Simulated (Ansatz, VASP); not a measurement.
Si: VASP beside Ansatz

```xyz
4
Lattice="3.9619 0.0000 0.0000 -1.9809 3.4311 0.0000 0.0000 0.0000 5.9784" Properties=species:S:1:pos:R:3 pbc="T T T"
Si    0.0000    2.2874    0.1407
Si    1.9809    1.1437    3.1299
Si    0.0000    2.2874    2.8485
Si    1.9809    1.1437    5.8378
```

Alike in both runs: task single point; functional LDA; k mesh 12 × 12 × 6; occupations gaussian, width 0.05 eV; no spin polarisation.

```csv
,VASP,Ansatz
version,VASP 6.6.1,Ansatz 0.2.0
potentials or method,"VASP PAW LDA potentials, release 64 (Si)","scalar-relativistic, plane waves, PAW"
plane-wave cutoff (eV),520,420
valence electrons in the cell,16,16
```

```csv
,VASP,Ansatz,Ansatz less VASP
gap on the k mesh at the Fermi level (eV),none,none,-
pressure (GPa),-3.2,-3.2,-0.02
largest component of the traceless stress (GPa),2.48,2.48,+0.003
rms of the force components (eV/Å),0.966,0.966,-0.0004
```

Atom by atom the forces differ by 0.000 eV/Å (rms over components). A gap of «none» marks a metal or a gap that the smearing closes.

Caveats: forces of over 1 eV/Å show positions far from the minimum, so gaps and moduli don't describe the material at rest.
